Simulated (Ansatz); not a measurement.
A single-point run of Ansatz (plane waves, PAW) on HfS₂, CdI2 type, with the lines that name the functional removed. The geometry is the r2SCAN+rVV10 minimum.

```cif
data_structure
_symmetry_space_group_name_H-M 'P 1'
_symmetry_Int_Tables_number 1
_cell_length_a 3.6303
_cell_length_b 3.6303
_cell_length_c 5.8784
_cell_angle_alpha 90.000
_cell_angle_beta 90.000
_cell_angle_gamma 120.000
_cell_volume 67.09
loop_
_atom_site_label
_atom_site_type_symbol
_atom_site_fract_x
_atom_site_fract_y
_atom_site_fract_z
_atom_site_occupancy
Hf1 Hf 0.00000 0.00000 0.00000 1
S1 S 0.33333 0.66667 0.24463 1
S2 S 0.66667 0.33333 0.75537 1
```

```
scf.n_extra_bands = 4 over 19 filled bands (N_el = 38.0): the run solves 23 bands
Crystal: 3 atoms, lattice volume = 67.092 Å³
Basis set: ecut = 420 eV, 1315 PW (Γ)
Symmetry: 12 space group operations
Space group: P-3m1 (ITA 164)
k-points: 24 of 144
[warm-up without exact exchange]
SCF 1 stopped early in 4 iterations: F = -17530.156313 eV  dr2 = 2.69e-5
[exact exchange on]
preconditioner: auto → none  [insulator: Δε(μ)=2.633 eV  ℏωp=24.8 eV]
SCF 2 stopped early in 8 iterations: F = -17529.933162 eV  dr2 = 2.75e-6
hybrid outer 1: dexx = +2.460e-2 eV, tail = 1.29e-3 eV
SCF 3 converged in 7 iterations: F = -17529.933025 eV  dr2 = 3.36e-10
hybrid outer 2: dexx = +3.508e-6 eV, tail = 1.56e-7 eV, Δε = 7.78e-3 eV, ΔF = 2.42e-2 eV/Å
SCF 4 converged in 3 iterations: F = -17529.933025 eV  dr2 = 8.58e-10
hybrid outer 3: dexx = +2.548e-9 eV, tail = 4.62e-9 eV, Δε = 1.24e-4 eV, ΔF = 9.82e-6 eV/Å
hybrid SCF converged: 3 outer / 18 inner (+4 warm-up)
Free energy (F): -17529.933025 eV
Fermi energy:    8.166033 eV
--- Per-component energies (eV) ---
  E_band       = -317.269852
  E_kinetic    = 629.838484
  E_local      = -8187.986814
  E_nonlocal   = -1201.535085
  E_hartree    = 3774.106607
  E_xc         = -378.872799
  E_vxc        = -339.120505
  E_exx        = -153.569723
  E_paw        = -8074.175406
  E_vpaw       = 1540.461504
  E_ewald      = -3938.675487
  E_core_change = 0.937197
--- Forces (eV/Å), atoms counted from 1 ---
  atom   1  Hf      0.00000      0.00000      0.00000
  atom   2  S       0.00000      0.00000    -0.05572
  atom   3  S       0.00000      0.00000      0.05572
--- Stress (GPa, compression-positive) ---
        1.173999       0.000000       0.000000
        0.000000       1.173999       0.000000
        0.000000       0.000000       1.405442
  P = ⅓ Tr σ = 1.2511 GPa (12.511 kbar)
--- Band table (eV; the first three rows and the last of 24) ---
  k-point 0: bands = […, 2.8014, 4.9690, 4.9690, 8.0563, 8.0563, 8.1660, 11.7400, 11.7400, 12.4810, 15.3348]
  k-point 1: bands = […, 3.3151, 4.9910, 4.9910, 7.2174, 7.9837, 7.9837, 11.7159, 11.7159, 12.6751, 15.5658]
  k-point 2: bands = […, 4.0864, 5.0138, 5.0138, 6.1241, 7.9122, 7.9122, 11.6915, 11.6915, 12.7614, 15.8233]
  k-point 23: bands = […, 3.9451, 3.9451, 3.9508, 5.6197, 6.0995, 6.0995, 12.6441, 13.2641, 13.2641, 16.2038]
```

Levels at the listed points, from bands.tsv (eV from the Fermi energy, bands near the gap, counted from 0):
```tsv
# k_distance	band_14	band_15	band_16	band_17	band_18	band_19	band_20	band_21	band_22
# fermi_ev = 8.166033
# [0, 0, 0] at k_distance = 0.000000
# [0.5, 0, 0] at k_distance = 0.999258
# [0.3333333333, 0.3333333333, 0] at k_distance = 1.576179
# [0, 0, 0.5] at k_distance = 2.847783
# [0.5, 0, 0.5] at k_distance = 3.847040
# [0.3333333333, 0.3333333333, 0.5] at k_distance = 4.423962
# [-0.083333, 0.002604, 0.002604] at k_distance = 5.825155
# [0, 0.5, 0.5] at k_distance = 7.035148
# [0, 0.25, 0.25] at k_distance = 7.601746
# levels_relative_to = fermi_ev
0.000	-3.197	-3.197	-0.110	-0.110	0.000	3.574	3.574	4.315	7.169
0.999	-3.320	-2.845	-2.810	-2.239	-1.559	2.697	5.890	5.892	8.133
1.576	-4.001	-4.001	-2.461	-2.461	-1.955	4.222	5.470	5.470	7.435
2.848	-3.152	-3.152	-2.042	-0.254	-0.254	3.525	3.525	4.595	7.657
3.847	-4.001	-3.021	-2.666	-1.282	-1.043	2.556	5.862	5.956	7.298
4.424	-4.221	-4.215	-2.546	-2.067	-2.067	4.478	5.098	5.098	8.038
5.825	-3.304	-3.151	-0.654	-0.313	0.018	3.598	3.825	4.432	6.751
7.035	-4.001	-3.021	-2.666	-1.282	-1.043	2.556	5.862	5.956	7.298
7.602	-3.629	-2.963	-2.908	-1.065	-0.431	3.090	4.970	5.601	6.704
```
In order the rows are Γ, M, K, A, L, H, (-0.083, 0.003, 0.003), L, (0, 1/4, 1/4).

Task: Which functional gave these numbers?
A. PBE0
B. Hartree-Fock
C. r2SCAN0
D. HSE06

Result: A. PBE0. The exchange loop and the term E_exx show exact exchange. The PBE0 gap is indirect, 2.54 eV (k = (-0.083, 0.003, 0.003) to L), below the direct gap of 3.52 eV at k = (0, 1/4, 1/4). Among hybrids the size of the gap and of E_exx follows the share and range of exact exchange. The stress of a hybrid is loosely converged here. Within one family of functionals the choice rests on the size of the gap and stress, not on a line of the log.

Command: `ansatz run input.yaml --threads 4 --pin off --max-ram 7372MiB --backend cpu --events-out ev --progress --plain --runs-dir out`. It took 39 s on 4 threads of Intel(R) Xeon(R) Platinum 8488C (Sapphire Rapids) (shared host); peak host memory 1.7 GiB.

Calculated for a static, non-magnetic cell.

Spin-orbit coupling is left out, which matters wherever the heavy atoms make up the band edges.

The meshes of the hybrids are coarse, so their gaps aren't converged to the digits shown.
